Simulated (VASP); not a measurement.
# InP in VASP: how settings move the PBE single point

The PBE single point of InP in the zincblende structure, under -1.0 % strain along z alone is repeated with altered inputs. Which of them can be trusted?

The runs shown are made with VASP 6.6.1. PAW datasets, plane waves. Spin-unpolarised (in the reference); all numbers are computed.

### Step 1. Starting point

The cell comes from an earlier relaxation with r2SCAN in another program, then strained, with the atoms relaxed again. Some of the altered inputs switch spin polarisation on.

It is tetragonal, I-4m2 (No. 119); conventional cell a = 4.177 Å, c = 5.848 Å, 25.51 Å³ an atom. In has 4 P at 2.55 Å; P has 4 In at 2.55 Å.

Coordinates:

```cif
data_structure
_symmetry_space_group_name_H-M 'P 1'
_symmetry_Int_Tables_number 1
_cell_length_a 4.1565
_cell_length_b 4.1565
_cell_length_c 4.1773
_cell_angle_alpha 59.834
_cell_angle_beta 59.834
_cell_angle_gamma 60.332
_cell_volume 51.03
loop_
_atom_site_label
_atom_site_type_symbol
_atom_site_fract_x
_atom_site_fract_y
_atom_site_fract_z
_atom_site_occupancy
In1 In 0.00000 0.00000 0.00000 1
P1 P 0.25000 0.25000 0.25000 1
```

### Step 2. Reference

Contents of INCAR:

```
ENCUT = 520.000000
SIGMA = 0.020000
EDIFF = 1.00e-07
GGA = PE
PREC = Accurate
IBRION = -1
ISIF = 2
ISMEAR = -1
NBANDS = 16
NELM = 120
NSW = 0
LASPH = .TRUE.
LCHARG = .FALSE.
LWAVE = .FALSE.
LREAL = .FALSE.
```

Contents of KPOINTS:

```
KPOINTS created by Atomic Simulation Environment
0
Gamma
8 8 8
0 0 0
```

Contents of POSCAR:

```
In P
 1.0000000000000000
     0.0000000000000000    2.9537876347999998    2.9242497584999998
     2.9537876347999998    0.0000000000000000    2.9242497584999998
     2.9537876347999998    2.9537876347999998    0.0000000000000000
 In  P
   1   1
Cartesian
  0.0000000000000000  0.0000000000000000  0.0000000000000000
  1.4768938173999999  1.4768938173999999  1.4621248792500001
```

A file KPOINTS_OPT adds named points for the levels; it doesn't enter the self-consistent loop.

Potentials: the recommended PBE PAW datasets, 18 valence electrons.

On the command line:

```bash
$ mpirun -np 1 vasp_std
```

### Step 3. Try 1

Changes to INCAR since step 2:

```diff
@@ -4,3 +4,2 @@
 GGA = PE
-PREC = Accurate
 IBRION = -1
@@ -15 +14,5 @@
 LREAL = .FALSE.
+ISPIN = 2
+MAGMOM = 0.5 0.5
+ALGO = VeryFast
+PREC = High
```

KPOINTS is that of step 2.

POSCAR is that of step 2.

### Step 4. Try 2

Changes to INCAR since step 2:

```diff
@@ -14,2 +14,4 @@
 LWAVE = .FALSE.
-LREAL = .FALSE.
+ISPIN = 2
+MAGMOM = 2 -2
+LREAL = Auto
```

KPOINTS is that of step 2.

POSCAR is that of step 2.

### Step 5. Try 3

Changes to INCAR since step 2:

```diff
@@ -15 +15,3 @@
 LREAL = .FALSE.
+ALGO = Damped
+TIME = 0.5
```

KPOINTS is that of step 2.

POSCAR is that of step 2.

Before running it: what results should come out? Wanted: for each run, changed; ending; energy change; pressure; electronic steps; usable.

The runs gave:

| run | changed | ending | energy change (meV/atom) | pressure (GPa) | gap on the mesh (eV; negative: overlap) | electronic steps | time | usable |
| --- | --- | --- | --- | --- | --- | --- | --- | --- |
| ref. | – | converged | 0 | 2.3 | 0.61 | 15 | 43 s | yes |
| 1 | ISPIN = 2, MAGMOM = 0.5 0.5, ALGO = VeryFast, PREC = High | converged | 0.0 | 2.3 | – | 23 | 1.7 min | yes |
| 2 | ISPIN = 2, MAGMOM = 2 -2, LREAL = Auto | converged | -1.0 | 2.3 | – | 17 | 1.8 min | yes |
| 3 | ALGO = Damped, TIME = 0.5 | converged | 0.0 | 2.3 | 0.61 | 27 | 38 s | yes |

What this shows: Of 3 altered inputs, 3 gave usable results. Among the usable ones with comparable energies, «ISPIN = 2, MAGMOM = 2 -2, LREAL = Auto» moves the energy most, by -1.0 meV/atom.
